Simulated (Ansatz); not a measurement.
TiAl3: stable or not

It was reached by relaxing an invented guess, and it needn't be the stable form of this composition.

Theory: DFT PBE, scalar-relativistic, plane waves, PAW (Ansatz 0.2.0). Plane waves to 420 eV, a 12×12×12 mesh through Γ for the 4-atom cell and 0.10 eV Gaussian smearing; no spin polarisation.

```xyz
4
Lattice="3.9797 0.0000 0.0000 0.0000 3.9797 0.0000 0.0000 0.0000 3.9797" Properties=species:S:1:pos:R:3 pbc="T T T"
Ti    0.0000    0.0000    0.0000
Al    1.9898    0.0000    1.9898
Al    0.0000    1.9898    1.9898
Al    1.9898    1.9898    0.0000
```

Formation energies are uncorrected and refer to the elements' standard structures at the same level.

Task: These tests were run: energy against the elements; random kick, then relaxation without symmetry; phonons on a 2×2×2 q mesh. What do they show?

Result:

```
                                         test                         result
                  energy against the elements                  −0.37 eV/atom
random kick, then relaxation without symmetry                        returns
                    phonons on a 2×2×2 q mesh  no imaginary mode on the mesh
```

It fails none of these tests. Other phases of the system weren't compared here, so this isn't yet thermodynamic stability.

The kick test ran on a coarse mesh. The run for the phonons used a 12×12×12 k mesh and Fermi–Dirac smearing of 0.15 eV.
